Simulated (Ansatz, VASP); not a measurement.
**Two plane-wave programs on Pt**

```
Pt
1.0
    -2.45959    2.45959    1.34175
     2.45959   -2.45959    1.34175
     2.45959    2.45959   -1.34175
Pt
2
Direct
  0.00000 0.00000 0.00000
  0.75000 0.25000 0.50000
```

Alike in both runs: task single point; functional PBEsol; k mesh 8 × 8 × 8; occupations gaussian, width 0.1 eV; no spin polarisation.

```csv
,VASP,Ansatz
version,VASP 6.6.1,Ansatz 0.2.0
potentials or method,"VASP PAW PBE potentials, release 64 (Pt)","scalar-relativistic, plane waves, PAW"
plane-wave cutoff (eV),520,420
valence electrons in the cell,20,36
```

VASP gave:

```
gap on the k mesh at the Fermi level (eV)       : none
pressure (GPa)                                  : 3.2
largest component of the traceless stress (GPa) : 1.31
```

Question: Estimate Ansatz's values.

Answer: gap on the k mesh at the Fermi level (eV): none; pressure (GPa): 3.7; largest component of the traceless stress (GPa): 1.35.

A gap of «none» marks a metal or a gap that the smearing closes. The functional is the same, so the differences come from potentials, cutoffs and numerics. The two sets of potentials don't hold the same shells in valence.

Caveats: the PAW data sets were made with another functional, which shifts forces and pressure a little (VASP). Spin-orbit coupling is left out, which matters for the levels of Pt.
